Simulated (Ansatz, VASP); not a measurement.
**Two plane-wave programs on TiB**

```
CELL_PARAMETERS angstrom
2.35521 2.35521 0.00000
-2.35521 2.35521 0.00000
0.00000 0.00000 5.33563
ATOMIC_POSITIONS crystal
Ti 0.50000 0.00000 0.25000
Ti 0.00000 0.50000 0.75000
B 0.00000 0.00000 0.00000
B 0.50000 0.50000 0.50000
```

Change from the starting cell: biaxial strain in the a-b plane, c and atoms relaxed: -4.0 %.

Alike in both runs: functional PBEsol; k mesh 12 × 12 × 10; occupations gaussian, width 0.1 eV; no spin polarisation.

Ansatz relaxed the structure, and its values are those at the end. VASP's run is a single point on that final structure, the one shown.

|  | VASP | Ansatz |
| --- | --- | --- |
| version | VASP 6.6.1 | Ansatz 0.2.0 |
| potentials or method | VASP PAW PBE potentials, release 64 (Ti_sv, B) | scalar-relativistic, plane waves, PAW |
| plane-wave cutoff (eV) | 520 | 420 |
| valence electrons in the cell | 30 | 30 |

|  | VASP | Ansatz | Ansatz less VASP |
| --- | --- | --- | --- |
| gap on the k mesh at the Fermi level (eV) | none | none | - |
| pressure (GPa) | -0.9 | -0.9 | -0.06 |

A gap of «none» marks a metal or a gap that the smearing closes.

Caveats: the PAW data sets were made with another functional, which shifts forces and pressure a little (VASP).
